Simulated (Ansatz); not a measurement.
# Ruthenium, simple cubic under RPBE: structure, energy and stiffness

The plan for ruthenium in the simple cubic structure: relax it, solve it on a dense k-mesh, then scale the cell to 7 volumes from 88 to 112 % of the relaxed one and try a fit of the equation of state. Spin polarisation is left out. The k-meshes are 13×13×13 for the relaxation; 20×20×20 for the dense run; 14×14×14 for the volumes.

This is Ru in the simple cubic structure; at room conditions it is hcp.

Method: DFT RPBE, plane waves (420 eV) with PAW, scalar-relativistic; the PAW data stem from PBE, with regenerated cores, in Ansatz 0.2.0.

## Step 1: Starting point

It takes space group Pm-3m (No. 221, cubic). Conventional cell: a = 2.446 Å, b = 2.446 Å, c = 2.446 Å, α = 90.00°, β = 90.00°, γ = 90.00°. Ru (site symmetry m-3m) has 6 Ru at 2.45 Å as nearest neighbours.

Structure file:

```
CELL_PARAMETERS angstrom
2.44628 0.00000 0.00000
0.00000 2.44628 0.00000
0.00000 0.00000 2.44628
ATOMIC_POSITIONS crystal
Ru 0.00000 0.00000 0.00000
```

## Step 2: Relaxation of the cell

File input.yaml:

```yaml
crystal:
  lattice:
    - [2.4462764308, 0.0, 0.0]
    - [0.0, 2.4462764308, 0.0]
    - [0.0, 0.0, 2.4462764308]
  atoms:
    - { symbol: Ru, position: [0.0, 0.0, 0.0] }
hamiltonian:
  xc: rpbe
  pseudopotentials:
    kind: paw
    azcp:
      Ru: "pseudopotentials/Ru.paw.azcp"
basis:
  ecutwfc: 420
  fft_grid_basis: typed
kpoints:
  mp_grid: { grid: [13, 13, 13], shift: [0, 0, 0] }
magnetization:
  spin_polarized: false
scf:
  occupations: { method: fermi_dirac, width: 0.1 }
relax:
  max_steps: 60
  f_tol: 0.01
  cell: {}
```

After this run come: Single point on a dense mesh; At 88 % of the relaxed volume; At 92 % of the relaxed volume; At 96 % of the relaxed volume; At 100 % of the relaxed volume; At 104 % of the relaxed volume; At 108 % of the relaxed volume; At 112 % of the relaxed volume.

What does the calculation give? Wanted: space group; conventional cell; volume; shortest distance; gap on the mesh; relative to hcp; V₀, B₀, B₀′.

**Answer**, as computed:

| quantity | value |
| --- | --- |
| space group (spins left aside) | Pm-3m (No. 221) |
| conventional cell | a = 2.527 Å |
| volume | 16.129 Å³/atom |
| shortest distance | 2.527 Å |
| gap on the mesh | none (levels filled in part) |
| relative to hcp | +1107 meV/atom |
| V₀, B₀, B₀′ | 16.109 Å³/atom, 207 GPa, 4.8 |

**Reading.** The relaxation enlarged the cell by 10.2 % in volume. It lies 1107 meV/atom above the element's reference form at the same level (hcp, from a run of its own). Levels at the Fermi energy are filled in part, as in a metal. The fitted modulus is 207 GPa. The symmetry was held, so the structure may be unstable against distortions that break it.
